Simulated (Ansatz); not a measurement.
# Phonons of AlP (F-43m) against volume, part 3 of 3

Aim: how do the optical modes of AlP (F-43m) move with volume?

Ansatz 0.2.0; DFT PBE, scalar-relativistic, plane waves, PAW; PAW set soft_1.

So far, mean static dielectric tensor (ions relaxed, fixed cell): step 4 (modes at rest) 10.4; step 6 (volume ratio 1.06) 10.8.

The database entry behind the starting cell differs from later determinations by our own check (0.1 to 0.3 % short, probably kX units), so it need not match the best structure at ambient conditions.

## Step 7: Ground state of a member: 0.9 times the volume at rest

The cell is set to 0.9 times the volume at rest; symmetry leaves nothing else free, so this is a single point.

input.yaml

```yaml
crystal:
  lattice:
    - [0.0, 2.6585508535, 2.6585508535]
    - [2.6585508535, 0.0, 2.6585508535]
    - [2.6585508535, 2.6585508535, 0.0]
  atoms:
    - { symbol: Al, position: [0.0, 0.0, 0.0] }
    - { symbol: P, position: [0.75, 0.75, 0.75] }
kpoints:
  mp_grid: { grid: [12, 12, 12] }
hamiltonian:
  xc: pbe
  pseudopotentials: { kind: paw, azcp: { folder: soft_1 } }
scf:
  occupations: { method: fixed }
output:
  forces: true
  stress: true
  eigenvalues: true
```

The run is started by

```console
> ansatz run input.yaml --threads 4 --pin off --max-ram 10240MiB --backend cpu --events-out ev --progress --plain --runs-dir out
```

Numbers of over 12 decimals in the logs are rounded to 6 here.

The program printed:

```text
[...]
Crystal: 2 atoms, lattice volume = 37.581 Å³
Basis set: ecut = 420 eV, 725 PW (Γ), exchange–correlation on 54×54×54 points (8 copies of the dense FFT grid, shifted against one another)
Bands: 8, of which v1, the nominal top of the filled ones, is band 4 counted from 1 (3 counted from 0)
Symmetry: 24 space group operations
[...]
k-points: 72 of 1728 (time reversal used)
[...]
Free energy (F): -1294.316733 eV
[...]
Internal energy: -1294.316733 eV  (E = F + TS)
E sigma→0 (E₀):  -1294.316733 eV
Fermi energy:    5.826095 eV
[...]
--- Stress (GPa, compression-positive) ---
       10.831187      -0.000000      -0.000000
        0.000000      10.831187       0.000000
       -0.000000       0.000000      10.831187
  P = ⅓ Tr σ = 10.8312 GPa (108.312 kbar)
--- Band table (eV; the first three rows and the last of 72) ---
[...]
[key lines of the parts left out:]
SCF converged after 6 iterations
```

The job ended after 0.6 s (4 threads of AMD EPYC 7B13 (Zen 3), shared host; peak memory 0.36 GiB; 1.9 s of CPU time).

This step gave:

```
pressure          : 10.83 GPa
gap on the k-mesh : 1.412 eV
volume per atom   : 18.79 Å³
```

The forces vanish by symmetry, at a pressure of 10.83 GPa.

## Step 8: Zone-centre modes of the member: 0.9 times the volume at rest

The zone-centre modes follow for 0.9 times the volume at rest, with the response to a field.

input.yaml, as its differences from that of step 7:

```diff
@@ -16,4 +16,6 @@
 output:
-  forces: true
-  stress: true
   eigenvalues: true
+phonons:
+  method: dfpt
+  dielectric: true
+  rigid_motions: translations
```

The program printed:

```text
[...]
Crystal: 2 atoms, lattice volume = 37.581 Å³
Basis set: ecut = 420 eV, 725 PW (Γ), exchange–correlation on 54×54×54 points (8 copies of the dense FFT grid, shifted against one another)
Bands: 8, of which v1, the nominal top of the filled ones, is band 4 counted from 1 (3 counted from 0)
Symmetry: 24 space group operations
k-points: 280 of 1728 (irreducible under 4 space group operations, time reversal used)
[...]
optical modes at Γ + LO–TO along q̂ = [1.0000, 0.0000, 0.0000]:
      ω (cm⁻¹)  modes    IR ((D/Å)²/amu)
[...]
optical modes at Γ + LO–TO along q̂ = [0.0000, 1.0000, 0.0000]:
      ω (cm⁻¹)  modes    IR ((D/Å)²/amu)
        483.50      2            15.2436
        536.28      1             7.6218
  optical modes at Γ + LO–TO along q̂ = [0.0000, 0.0000, 1.0000]:
      ω (cm⁻¹)  modes    IR ((D/Å)²/amu)
        483.50      2            15.2436
        536.28      1             7.6218
[key lines of the parts left out:]
SCF converged after 8 iterations
Free energy (F): -1294.316733 eV
Fermi energy:    5.826148 eV
```

Wall time 12 s (4 threads); peak memory 0.6 GiB.

This step gave:

- sum-rule residual before enforcement: 1.85e-5 eV/Å²
- miss of the charge sum rule: 1.92e-4 e
- estimated error of the dielectric tensor: 0.02141
- estimated error of the Born charges: 0.007267 e
- highest optical mode at the zone centre (no LO-TO term): 483.5 cm⁻¹
- lowest optical zone-centre mode: 483.5 cm⁻¹
- mean high-frequency dielectric constant: 8.038
- largest Born charge (third of the trace): 2.183 e
- mean static dielectric constant: 9.888
- top of the zone-centre spectrum with the field: 536.3 cm⁻¹

Without the LO-TO term. Patterns of degenerate modes are one choice out of their space. The modes at Γ (shares of kinetic energy by element, %):

```csv
mode,frequency (cm⁻¹),symmetry,Al %,P %
1,0.0,acoustic,47,53
2,0.0,acoustic,47,53
3,0.0,acoustic,47,53
4,483.5,T2,53,47
5,483.5,T2,53,47
6,483.5,T2,53,47
```

Transverse modes. Infrared lines, with heights relative to the strongest:

```csv
position (cm⁻¹),label,relative intensity
484,T2,100
```

The optical mode without the LO-TO term lies at 483.5 cm⁻¹.

Between step 4 and this run (volume ratio 0.9) the value for the mean static dielectric tensor (ions relaxed, fixed cell) moves from 10.4 to 9.89 (-5 %).

## Step 9: The series together

The members are set side by side, also those not shown above.

Each row is one cell with its response, relaxed at fixed volume as far as symmetry leaves anything free; energies are extrapolated to zero smearing, and E0 is that at rest; shape and atoms are relaxed in each cell where symmetry leaves them free. State of the crystal along the series:

```csv
volume ratio,V (Å³/atom),pressure (GPa),E - E0 (meV/atom),gap on mesh (eV),ε∞,ε0,"largest Born charge in size, a third of the trace (e)","top mode with the field, highest of q along x, y and z (cm⁻¹)"
0.9,18.79,10.83,64.56,1.412,8.038,9.888,2.183,536.3
0.92,19.21,8.198,39.83,1.461,8.037,9.966,2.195,524.6
0.94,19.62,5.823,21.61,1.508,8.046,10.05,2.208,513.4
0.96,20.04,3.681,9.276,1.551,8.062,10.15,2.22,502.6
0.98,20.46,1.748,2.246,1.593,8.087,10.26,2.232,492.3
0.99,20.67,0.8546,0.5563,1.612,8.102,10.32,2.238,487.2
1,20.88,0.005521,0,1.632,8.119,10.38,2.245,482.3
1.02,21.3,-1.565,2.068,1.668,8.16,10.51,2.257,472.6
1.04,21.71,-2.981,8.026,1.703,8.209,10.66,2.269,463.3
1.06,22.13,-4.257,17.49,1.735,8.267,10.81,2.282,454.3
```

Without the LO-TO term; each mode is tracked from rest by its pattern, and modes that stay within 0.3 cm⁻¹ of each other stand once; shape and atoms are relaxed in each cell where symmetry leaves them free. Optical modes along the series:

```csv
V (Å³/atom),mode 4 T2 (cm⁻¹)
18.79,483.5
19.21,471.1
19.62,459.3
20.04,447.9
20.46,437
20.67,431.7
20.88,426.5
21.3,416.4
21.71,406.6
22.13,397.3
```

From cubic fits (parabolas where under five rows exist) of ln ω and P against ln V through the rows within about 4 % of rest: γ = −d ln ω / d ln V and dω/dP = γ ω / B. Slopes at rest:

```csv
mode,fitted frequency at rest (cm⁻¹),Grüneisen parameter γ,dω/dP (cm⁻¹/GPa)
mode 4 T2,426.5,1.21,6.22
longitudinal mode,482.3,1.02,5.93
```

## Step 10: Results

* members: 10
* highest optical mode at the zone centre (no LO-TO term), at rest: 426.5 cm⁻¹
* bulk modulus at rest: 82.7 GPa
* mode 4 T2, γ: 1.21
* longitudinal mode, γ: 1.02

The series spans -4.3 to 10.8 GPa, and the slope at rest gives a bulk modulus of 83 GPa. The transverse optical mode has γ = 1.21 and moves by 6.2 cm⁻¹ for each GPa, the longitudinal one has γ = 1.02 and moves by 5.9. ε∞ is 8.12 at rest, with d ln ε∞ / d ln V = 0.23. One k mesh and one cutoff serve the ground states and modes of all volumes; the field response picks its own mesh. These are harmonic frequencies at zero temperature: anharmonic shifts, linewidths and thermal expansion are left out. Only the zone centre was solved, so an instability at another wavevector cannot show here.

[Logs are printed without paths, hosts, clocks, repeated set-up lines and the standing remarks that a program may print on its own settings, such as how far it seeks lower states.]

[Hosts, paths, dates, database ids (printed as entryN), source tags and the programs' standing remarks are cut or masked in the printed files.]
